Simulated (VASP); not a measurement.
# CdTe (F-43m) in VASP: settings compared, part 2 of 2

VASP 6.6.1. The steps go on from the part before.

## 3. Single point, PBEsol, non-collinear spin, zero start, spin-orbit coupling

This run uses another cell than the first one, of 32.92 Å³/atom.

Input file INCAR:

```
PREC     = Accurate       # precision mode
ENCUT    = 520            # plane-wave cutoff, eV
EDIFF    = 1E-6           # SCF threshold, eV
ISMEAR   = -1             # smearing method
SIGMA    = 0.05           # smearing width, eV
LREAL    = F              # projectors in reciprocal space
LASPH    = T              # aspherical terms in the spheres
NELM     = 150            # most SCF steps
ALGO     = Normal         # electronic algorithm
ISIF     = 2              # what is computed and relaxed
LWAVE    = F              # write WAVECAR
LCHARG   = F              # write CHGCAR
LNONCOLLINEAR= T              # non-collinear magnetism
MAGMOM   = 0 0 0 0 0 0    # initial moments
LORBIT   = 11             # projections on sites
LSORBIT  = T              # spin-orbit coupling
GGA_COMPAT= F            
LORBMOM  = T            
GGA      = PS             # functional
NBANDS   = 30             # bands
```

Input file KPOINTS:

```
regular mesh
0
Gamma
  7 7 7
```

Input file POSCAR:

```
CdTe
1.0
    0.0000000000      3.2050000000      3.2050000000
    3.2050000000      0.0000000000      3.2050000000
    3.2050000000      3.2050000000      0.0000000000
Te Cd
1 1
Direct
    0.7500000000      0.7500000000      0.7500000000
    0.0000000000      0.0000000000      0.0000000000
```

Potentials or basis: VASP PAW PBE potentials, release 64 (Te, Cd).

Launch:

```console
> cat potpaw_PBE.64/Te/POTCAR potpaw_PBE.64/Cd/POTCAR > POTCAR
> mpirun -np 1 vasp_ncl > vasp.out
```

OUTCAR:

```text
PREC = Accurate
   ENCUT = 520
   EDIFF = 1E-6
   ISMEAR = -1
   LREAL = F
   LASPH = T
   NELM = 150
   ISIF = 2
   LNONCOLLINEAR = T
   LORBIT = 11
   LSORBIT = T
   GGA = PS

 ion  position               nearest neighbor table
   1  0.750  0.750  0.750-   2 2.78   2 2.78   2 2.78   2 2.78
   2  0.000  0.000  0.000-   1 2.78   1 2.78   1 2.78   1 2.78

  LATTYP: Found a face centered cubic cell.
 ALAT       =     6.4100000000

  Lattice vectors:

 A1 = (   0.0000000000,   3.2050000000,   3.2050000000)
 A2 = (   3.2050000000,   0.0000000000,   3.2050000000)
 A3 = (   3.2050000000,   3.2050000000,   0.0000000000)

Analysis of symmetry for initial positions (statically):
[... 1082 lines left out ...]
    -0.0056154    -0.0014038     0.0000000    -0.0014038     0.0000000
 l=   3
     0.0000000     0.0000000     0.0000000     0.0000000     0.0000000     0.0000000     0.0000000
     0.0000000     0.0000000     0.0000000     0.0000000     0.0000000     0.0000000     0.0000000
     0.0000000     0.0000000     0.0000000     0.0000000     0.0000000     0.0000000     0.0000000
     0.0000000     0.0000000     0.0000000     0.0000000     0.0000000     0.0000000     0.0000000
     0.0000000     0.0000000     0.0000000     0.0000000     0.0000000     0.0000000     0.0000000
     0.0000000     0.0000000     0.0000000     0.0000000     0.0000000     0.0000000     0.0000000
     0.0000000     0.0000000     0.0000000     0.0000000     0.0000000     0.0000000     0.0000000

 total charge

# of ion       s       p       d       tot
------------------------------------------
    1        1.351   2.063   0.024   3.437
    2        0.480   0.340   9.526  10.346
--------------------------------------------------
tot          1.831   2.403   9.550  13.784

 magnetization (x)

# of ion       s       p       d       tot
------------------------------------------
    1       -0.000   0.000   0.000  -0.000
    2       -0.000  -0.000   0.000  -0.000
--------------------------------------------------
tot         -0.000  -0.000   0.000  -0.000

 magnetization (y)

# of ion       s       p       d       tot
------------------------------------------
    1        0.000   0.000   0.000   0.000
    2        0.000  -0.000   0.000  -0.000
--------------------------------------------------
tot          0.000  -0.000   0.000  -0.000

 magnetization (z)

# of ion       s       p       d       tot
------------------------------------------
    1       -0.000  -0.000  -0.000  -0.000
    2        0.000   0.000  -0.000   0.000
--------------------------------------------------
tot          0.000   0.000  -0.000   0.000
```

stdout:

```text
POSCAR found type information on POSCAR TeCd
 POSCAR found :  2 types and       2 ions
 scaLAPACK will be used
 -----------------------------------------------------------------------------
|                                                                             |
|                                                                             |
|     You enforced a specific xc type in the INCAR file but a different       |
|     I HOPE YOU KNOW WHAT YOU ARE DOING!                                     |
|                                                                             |
 -----------------------------------------------------------------------------

 LDA part: xc-table for (Slater+PW92), standard interpolation
 POSCAR, INCAR and KPOINTS ok, starting setup
 FFT: planning ... GRIDC
 FFT: planning ... GRID_SOFT
 FFT: planning ... GRID
 WAVECAR not read
 entering main loop
```

Wall time 4.3 min (1 thread of Intel Xeon 8259CL, shared host); peak memory 0.43 GiB.

Results:

- Free energy: -5.5993 eV
- Pressure: 1.9 GPa
- Net moment: 0.00 μB per cell
- Valence electrons inside the program's atomic spheres: Te 3.44; Cd 10.35

Moments on the atoms (μB; x, y, z):
```
Te  0.00 0.00 0.00
Cd  0.00 0.00 0.00
```

Caveat: the PAW data sets were made with another functional, which shifts forces and pressure a little.

## 4. Single point, PBE

This run uses another cell than the first one, of 32.92 Å³/atom.

Input file INCAR:

```
PREC     = Accurate       # precision mode
ENCUT    = 520            # plane-wave cutoff, eV
EDIFF    = 1E-6           # SCF threshold, eV
ISMEAR   = -1             # smearing method
SIGMA    = 0.03           # smearing width, eV
LREAL    = False          # projectors in reciprocal space
LASPH    = True           # aspherical terms in the spheres
NELM     = 100            # most SCF steps
ALGO     = Normal         # electronic algorithm
ISIF     = 2              # what is computed and relaxed
LWAVE    = False          # write WAVECAR
LCHARG   = False          # write CHGCAR
GGA      = PE             # functional
NBANDS   = 16             # bands
```

Input file KPOINTS:

```
Automatic mesh
0
Gamma
  4 4 4
```

POSCAR is that of step 3.

Potentials or basis: VASP PAW PBE potentials, release 64 (Te, Cd).

Launch:

```console
> cat potpaw_PBE.64/Te/POTCAR potpaw_PBE.64/Cd/POTCAR > POTCAR
> mpirun -np 1 vasp_std > vasp.out
```

OUTCAR:

```text
PREC = Accurate
   ENCUT = 520
   EDIFF = 1E-6
   ISMEAR = -1
   LREAL = False
   LASPH = True
   NELM = 100
   ISIF = 2
   GGA = PE

 ion  position               nearest neighbor table
   1  0.750  0.750  0.750-   2 2.78   2 2.78   2 2.78   2 2.78
   2  0.000  0.000  0.000-   1 2.78   1 2.78   1 2.78   1 2.78

  LATTYP: Found a face centered cubic cell.
 ALAT       =     6.4100000000

  Lattice vectors:

 A1 = (   0.0000000000,   3.2050000000,   3.2050000000)
[... 318 lines left out ...]

------------------------ aborting loop because EDIFF is reached ----------------------------------------

  FORCE on cell =-STRESS in cart. coord.  units (eV):
  Direction    XX          YY          ZZ          XY          YZ          ZX
  --------------------------------------------------------------------------------------
  -------------------------------------------------------------------------------------
  Total        1.9116396      1.9116396      1.9116396     -0.0000000      0.0000000     -0.0000000
  in kB       46.5160157     46.5160157     46.5160157     -0.0000000      0.0000000     -0.0000000
  external PRESSURE =      46.5160157 kB  Pullay stress =       0.0000000 kB

 VOLUME and BASIS-vectors are now :
 -----------------------------------------------------------------------------
  energy-cutoff  :      520.00
  volume of cell :       65.84
      direct lattice vectors                 reciprocal lattice vectors
     0.000000000  3.205000000  3.205000000    -0.156006240  0.156006240  0.156006240
     3.205000000  0.000000000  3.205000000     0.156006240 -0.156006240  0.156006240
     3.205000000  3.205000000  0.000000000     0.156006240  0.156006240 -0.156006240

 POSITION                                       TOTAL-FORCE (eV/Angst)
 -----------------------------------------------------------------------------------
      4.80750      4.80750      4.80750         0.000000      0.000000      0.000000
      0.00000      0.00000      0.00000        -0.000000     -0.000000     -0.000000
 -----------------------------------------------------------------------------------
    total drift:                                0.000000      0.000000      0.000000

  FREE ENERGIE OF THE ION-ELECTRON SYSTEM (eV)
  ---------------------------------------------------
  free  energy   TOTEN  =        -4.6609425243 eV

  energy  without entropy=       -4.6609424955  energy(sigma->0) =       -4.66094251
```

stdout:

```text
POSCAR found type information on POSCAR TeCd
 POSCAR found :  2 types and       2 ions
 scaLAPACK will be used
 LDA part: xc-table for (Slater+PW92), standard interpolation
 POSCAR, INCAR and KPOINTS ok, starting setup
 FFT: planning ... GRIDC
 FFT: planning ... GRID_SOFT
 FFT: planning ... GRID
 WAVECAR not read
 entering main loop
```

Wall time 12 s (1 thread of Intel Xeon Platinum 8259CL at 2.50GHz (Skylake/Cascade Lake), shared host); peak memory 0.2 GiB.

Results:

```yaml
Free_energy: -4.6609 eV
Pressure: 4.7 GPa
Band_gap_on_the_k_mesh: 0.86 eV
```

Caveat: the k points lie up to 0.42 Å⁻¹ apart; spin-orbit coupling is left out, which moves the levels of the heavy elements. A hybrid or GW would open this gap; PBE tends to underestimate it.

## 5. Summary

| level | spin | cell | k mesh | smearing | gap on the mesh (eV) | pressure (GPa) |
| --- | --- | --- | --- | --- | --- | --- |
| PBE | off | a = 4.679 Å, angles 60.0°, 2 atoms | 7 × 7 × 7 | fermi-dirac 0.05 eV | 0.58 | 0.1 |
| PBEsol | non-collinear, zero start, SOC | a = 4.533 Å, angles 60.0°, 2 atoms | 7 × 7 × 7 | fermi-dirac 0.05 eV | - | 1.9 |
| PBE | off | a = 4.533 Å, angles 60.0°, 2 atoms | 4 × 4 × 4 | fermi-dirac 0.03 eV | 0.86 | 4.7 |

Alike in all rows: task single point; potentials or basis VASP PAW PBE potentials, release 64 (Te, Cd); cutoff (eV) 520.

Caveats: some runs use coarse meshes; spin-orbit coupling is left out, which moves the levels of the heavy elements (at least some runs); the PAW data sets were made with another functional, which shifts forces and pressure a little (at least some runs).

Absolute energies hang on the potentials; compare differences alone.

## 6. Against experiment

Step 2. A measured gap of CdTe is 1.607 eV (0 K; a printed reference work, data compilation); the calculated 0.58 eV misses it by -1.02 eV. So large a miss can be the level of theory's own, or it may mean another phase, state or a wrong row. Spin-orbit coupling on Cd, Te is left out. The value is that of PBE, without temperature or zero-point motion. Semilocal functionals fall short of measured gaps as a rule.
